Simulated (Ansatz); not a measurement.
Set up this calculation in Ansatz 0.2.0, as the native input.

```yaml
Task: single point
Functional: PBE
Potentials_or_basis: Ansatz PAW
Cutoff: "420 eV (not typed: the program's choice for these potentials)"
k_mesh: 10 × 10 × 5
Occupations: gaussian, width 0.015 eV
Spin: no spin polarisation
```

Crystal: CuO (Tenorite).

```xyz
4
Lattice="2.3418 -1.7113 0.0000 2.3418 1.7113 0.0000 -0.8500 0.0000 5.0579" Properties=species:S:1:pos:R:3 pbc="T T T"
Cu    0.7459   -0.8557    2.5289
Cu    1.1709    0.8557    0.0000
O     1.7043    0.2793    3.7934
O     2.1293   -0.2793    1.2645
```

One way to write it, as run:

input.yaml

```yaml
crystal:
  lattice:
    - [2.34185, -1.7113, 0.0]
    - [2.34185, 1.7113, 0.0]
    - [-0.8500274268, 0.0, 5.0578693947]
  atoms:
    - { symbol: Cu, position: [0.5, 0.0, 0.5] }
    - { symbol: Cu, position: [0.0, 0.5, 0.0] }
    - { symbol: O, position: [0.4184, 0.5816, 0.75] }
    - { symbol: O, position: [0.5816, 0.4184, 0.25] }
hamiltonian:
  xc: pbe
  pseudopotentials: { kind: paw }
kpoints:
  mp_grid: { grid: [10, 10, 5] }
scf:
  occupations: { method: gaussian, width: 0.015 }
output:
  forces: true
  stress: true
  eigenvalues: true
  write_density: true
  write_potential: true
  elf: true
  volumetric_format: npy
```

Potentials or basis: Ansatz PAW.

The run is started by

```bash
$ ansatz run input.yaml --threads 2 --pin off --max-ram 5632MiB --backend cpu --events-out ev --progress --plain --runs-dir out
```

Results of the run:

```yaml
Pressure: 5.7 GPa
Largest_force: 0.262 eV/Å
Band_gap_on_the_k_mesh: none (metal or under the smearing width)
```

Caveat: the pressure holds a Pulay correction of +0.7 GPa for the finite cutoff; the run has no spin polarisation, though such a crystal can be magnetic; semilocal functionals often make such compounds metallic where correlation or magnetic order opens a gap, which also shifts bond lengths.

It took 10 s on 2 threads of Intel(R) Xeon(R) Processor @ 2.50GHz (Skylake/Cascade Lake), with other jobs on the host, peak memory 0.44 GiB.
